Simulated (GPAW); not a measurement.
# Ge (Fd-3m) in GPAW: notebook, part 2 of 2

GPAW 26.7.0. The steps go on from the part before.

### Step 6. Band structure, r2SCAN

run.py reads:

```python
from ase.dft.bandgap import bandgap
from ase.io import read, write
from ase.units import GPa
from gpaw import GPAW, PW

atoms = read('Ge.xyz')

calc = GPAW(mode=PW(600),
            xc='MGGA_X_R2SCAN+MGGA_C_R2SCAN',
            kpts={'size': (8, 8, 8), 'gamma': True},
            occupations={'name': 'fermi-dirac', 'width': 0.05},
            nbands=11,
            convergence={'density': 1e-05, 'energy': 1e-05},
            maxiter=150,
            txt='gpaw.txt')
atoms.calc = calc
energy = atoms.get_potential_energy()
forces = atoms.get_forces()
stress = atoms.get_stress()
calc.write('gs.gpw')
write('result.traj', atoms)
print(f'Energy: {energy:.6f} eV')
print('Forces (eV/A):')
print(forces.round(4))
print('Stress (GPa):', (stress / GPa).round(3))
print('Fermi level:', round(calc.get_fermi_level(), 4), 'eV')
print(f'Gap: {bandgap(calc)[0]:.4f} eV, direct: {bandgap(calc, direct=True)[0]:.4f} eV')

path = atoms.cell.bandpath('GXWKGLUWLK,UX', npoints=80, eps=1e-4)
bs_calc = calc.fixed_density(kpts=path, symmetry='off', nbands=21,
                             convergence={'bands': 'CBM+6.0', 'eigenstates': 1e-6}, txt='bands.txt')
bs = bs_calc.band_structure()
bs.write('bs.json')
print(f'Gap on the path: {bandgap(bs_calc)[0]:.4f} eV')
```

Ge.xyz reads:

```xyz
2
Lattice="0.0000000000 2.8289100000 2.8289100000 2.8289100000 0.0000000000 2.8289100000 2.8289100000 2.8289100000 0.0000000000" Properties=species:S:1:pos:R:3 pbc="T T T"
Ge     4.2433650000      4.2433650000      4.2433650000
Ge     2.8289100000      2.8289100000      2.8289100000
```

Potentials or basis: GPAW PAW data sets (gpaw-data 1.2.1), pw.

Launch:

```bash
$ OMP_NUM_THREADS=1 python run.py
```

gpaw.txt:

```text
__  _  _
 | _ |_)|_||  |
 |__||  | ||/\| - 26.7.0

Input parameters:
  mode=PW(ecut=600.0),
  convergence={'density': 1e-05, 'energy': 1e-05},
  kpts=MonkhorstPack(size=(8, 8, 8), gamma=True),
  maxiter=150,
  nbands=11,
  occupations=Occupations(name='fermi-dirac', width=0.05),
  xc=XC(name='MGGA_X_R2SCAN+MGGA_C_R2SCAN')

Diagonalizing LCAO Hamiltonian
Converting LCAO to pw mode

           Ge

       Ge

Atoms  # Å, Bohr magnetons
|   | symbol |        x |        y |        z |    initial magnetic moments |
|---|--------|----------|----------|----------|-----------------------------|
| 0 |     Ge | 4.243365 | 4.243365 | 4.243365 | ( 0.0000,  0.0000,  0.0000) |
| 1 |     Ge | 2.828910 | 2.828910 | 2.828910 | ( 0.0000,  0.0000,  0.0000) |

Unit cell  # Å
| periodic |        x |        y |        z |  lengths |    angles |
|----------|----------|----------|----------|----------|-----------|
|      yes | 0.000000 | 2.828910 | 2.828910 | 4.000683 | 60.000000 |
|      yes | 2.828910 | 0.000000 | 2.828910 | 4.000683 | 60.000000 |
|      yes | 2.828910 | 2.828910 | 0.000000 | 4.000683 | 60.000000 |

Number of symmetries: 24
Symmetry operations  # r_c * U_cc + t_c -> r_c
|    | kind |            matrix            |
|----|------|------------------------------|
|  0 |  E   |  1, 0, 0,  0, 1, 0,  0, 0, 1 |
|  1 |  σ   |  1, 0, 0,  0, 0, 1,  0, 1, 0 |
|  2 |  σ   |  1, 0,-1,  0, 1,-1,  0, 0,-1 |
|  3 |  C3  |  1, 0,-1,  0, 0,-1,  0, 1,-1 |
|  4 |  C3  |  1,-1, 0,  0,-1, 1,  0,-1, 0 |
|  5 |  σ   |  1,-1, 0,  0,-1, 0,  0,-1, 1 |
[... 123 lines left out ...]
maximum number of iterations: 150

SCF iterations
|iter     | |      energy | eigst |  dens |
|---------|-|-------------|-------|-------|
|iter:   1| |  -25.814567 | -0.41 |       |
|iter:   2| |  -24.930288 | -2.11 | -0.92 |
|iter:   3| |  -24.675581 | -1.37 | -0.92 |
|iter:   4| |  -24.970622 | -2.01 | -0.61 |
|iter:   5| |  -24.971532 | -4.19 | -2.24 |
|iter:   6| |  -24.971760 | -4.46 | -2.50 |
|iter:   7| |  -24.971758 | -6.03 | -3.29 |
|iter:   8| |  -24.971758c| -7.72c| -3.85 |
|iter:   9| |  -24.971758c| -7.65c| -4.73 |
|iter:  10| |  -24.971758c| -8.50c| -5.42c|

Converged in 10 steps
Energy contributions relative to reference atoms: (reference = -114195.275705)

Energy contributions:
  Kinetic:          22.792099
  Coulomb:         -19.993614
  Zero:             -0.055099
  External:          0.000000
  Xc:              -27.715101
  Entropy:          -0.000087
  Spinorbit:         0.000000
  ----------------------------
  Free energy:     -24.971801
  Extrapolated:    -24.971758

dipole moment: (3.694511, 3.694511, 3.694511)  # |e|*Ang

Fermi level: 5.984
Eigenvalues  # (at kpt = [0.000, 0.000, 0.000])
| band index |      eig [eV] | occ [0-2] |
|------------|---------------|-----------|
|          0 |        -7.519 |     2.000 |
|          1 |         5.766 |     1.975 |
|          2 |         5.766 |     1.975 |
|          3 |         5.766 |     1.975 |
|          4 |         6.227 |     0.015 |
|          5 |         8.500 |     0.000 |
|          6 |         8.500 |     0.000 |
|          7 |         8.500 |     0.000 |
|          8 |        12.869 |     0.000 |
|          9 |        15.593 |     0.000 |
|         10 |        15.593 |     0.000 |

Gap: 0.461 eV
Transition (v -> c):
  (s=0, k=0, n=3, [0.00, 0.00, 0.00]) -> (s=0, k=0, n=4, [0.00, 0.00, 0.00])
No difference between direct/indirect transitions

Forces  # eV/Ang
|        x |       y |        z |
|----------|---------|----------|
| -0.00000 | 0.00000 | -0.00000 |  # Ge   0
|  0.00000 | 0.00000 |  0.00000 |  # Ge   1

Stress tensor  # eV/Ang^3
|         x |         y |         z |
|-----------|-----------|-----------|
| -0.004582 | -0.000000 |  0.000000 |
| -0.000000 | -0.004582 |  0.000000 |
|  0.000000 |  0.000000 | -0.004582 |

# Writing to gs.gpw (mode='')
```

stdout:

```text
Energy: -24.971758 eV
Forces (eV/A):
[[-0.  0. -0.]
 [ 0.  0.  0.]]
Stress (GPa): [-0.734 -0.734 -0.734  0.     0.    -0.   ]
Fermi level: 5.9839 eV
Gap: 0.4614 eV, direct: 0.4614 eV
Gap on the path: 0.4614 eV
```

Run time: 97 s. Hardware: 1 thread of Arm Neoverse V1, shared host; peak memory 0.26 GiB.

What came out:

```
Free energy             : -24.9718 eV
Pressure                : 0.7 GPa
Band gap on the k mesh  : 0.46 eV, direct
Band gap along the path : 0.46 eV, direct
```

Levels at the corners of the path, in eV from the valence-band top:
```tsv
point	band 2	band 3	band 4	band 5	band 6	band 7
Γ	0.00	0.00	0.00	0.46	2.73	2.73
X	-9.22	-3.22	-3.22	0.98	0.98	10.13
W	-9.12	-4.05	-4.05	4.72	4.72	5.07
K	-8.59	-4.49	-2.76	1.40	4.44	7.75
Γ	0.00	0.00	0.00	0.46	2.73	2.73
L	-7.86	-1.48	-1.48	0.47	4.01	4.01
U	-8.59	-4.49	-2.76	1.40	4.44	7.75
W	-9.12	-4.05	-4.05	4.72	4.72	5.07
L	-7.86	-1.48	-1.48	0.47	4.01	4.01
K	-8.59	-4.49	-2.76	1.40	4.44	7.75
U	-8.59	-4.49	-2.76	1.40	4.44	7.75
X	-9.22	-3.22	-3.22	0.98	0.98	10.13
```

Caveat: the PAW data sets were made with another functional, which shifts forces and pressure a little.

### Step 7. Overview

| level | potentials or basis | spin | k mesh | band points | spin axis theta (degrees) | spin axis phi (degrees) | soc after scf | eigensolver | gap on the mesh (eV) | pressure (GPa) |
| --- | --- | --- | --- | --- | --- | --- | --- | --- | --- | --- |
| PBEsol | PAW data sets generated in the run's folder for this functional, pw | SOC, no magnetisation | 6 × 6 × 6 | 60 | 54.7 | 45 | second variation | - | - | 1.0 |
| RPBE | the program's PAW data sets (release 1.2.1) made for this functional, pw | off | 8 × 8 × 8 | 60 | - | - | - | - | 0.20 | 5.7 |
| revPBE | the program's PAW data sets (release 1.2.1) made for this functional, pw | off | 8 × 8 × 8 | 60 | - | - | - | - | 0.17 | 5.2 |
| BLYP | PAW data sets generated in the run's folder for this functional, pw | off | 8 × 8 × 8 | 60 | - | - | - | davidson | - | 7.6 |
| r2SCAN | GPAW PAW data sets (gpaw-data 1.2.1), pw | off | 8 × 8 × 8 | 80 | - | - | - | - | 0.46 | 0.7 |

Alike in all rows: task band structure; cell as given; cutoff (eV) 600; smearing fermi-dirac 0.05 eV.

Caveats: this crystal is a semiconductor, whose small gap the functional closes, so the metal is an error of the method (some runs); spin-orbit coupling was added after a scalar SCF, so levels and gaps hold it while energy, forces, pressure and moments don't (some runs); this program's spin-orbit splittings come out too wide for heavy elements (some runs); the PAW data sets were made with another functional, which shifts forces and pressure a little (some runs).

Total energies depend on the potentials used, so only differences within one code and one set of settings carry meaning.

### Step 8. How close it comes

Step 2. A measured gap of Ge is 0.744 eV (indirect; 0 K; “Temperature-dependent photoluminescence in Ge: experiment and theory”, 2020, arxiv:2003.00143); the calculated 0.00 eV misses it by -0.74 eV. 3 values of this kind are on record (0.666 to 0.807 eV); this one was drawn at random among those near their median. The value is that of PBEsol, without temperature or zero-point motion. Semilocal functionals fall short of measured gaps as a rule.

Step 3. Measured gap of Ge: 0.744 eV (indirect; 0 K; “Temperature-dependent photoluminescence in Ge: experiment and theory”, 2020, arxiv:2003.00143). This calculation gives 0.20 eV (-0.55 eV). 3 values of this kind are on record (0.666 to 0.807 eV); this one was drawn at random among those near their median. Spin-orbit coupling on Ge is left out. The value is that of RPBE, without temperature or zero-point motion. Semilocal functionals fall short of measured gaps as a rule.

Step 4. Against the measured gap of Ge, 0.807 eV (direct; 300 K; “Electronic and optical properties of SixGe1-x-ySny alloys lattice-matched to Ge”, 2021, arxiv:2109.02782), the calculated 0.17 eV is off by -0.64 eV. 3 values of this kind are on record (0.666 to 0.807 eV); this one was drawn at random among those near their median. Spin-orbit coupling on Ge is left out. The value is that of revPBE, without temperature or zero-point motion. Semilocal functionals fall short of measured gaps as a rule.

Step 5. Measured gap of Ge: 0.807 eV (direct; 300 K; “Electronic and optical properties of SixGe1-x-ySny alloys lattice-matched to Ge”, 2021, arxiv:2109.02782). This calculation gives 0.00 eV (-0.81 eV). 3 values of this kind are on record (0.666 to 0.807 eV); this one was drawn at random among those near their median. Spin-orbit coupling on Ge is left out. The value is that of BLYP, without temperature or zero-point motion. Semilocal functionals fall short of measured gaps as a rule.

Step 6. A measured gap of Ge is 0.807 eV (direct; 300 K; “Electronic and optical properties of SixGe1-x-ySny alloys lattice-matched to Ge”, 2021, arxiv:2109.02782); the calculated 0.46 eV misses it by -0.35 eV. 3 values of this kind are on record (0.666 to 0.807 eV); this one was drawn at random among those near their median. Spin-orbit coupling on Ge is left out. The value is that of r2SCAN, without temperature or zero-point motion.
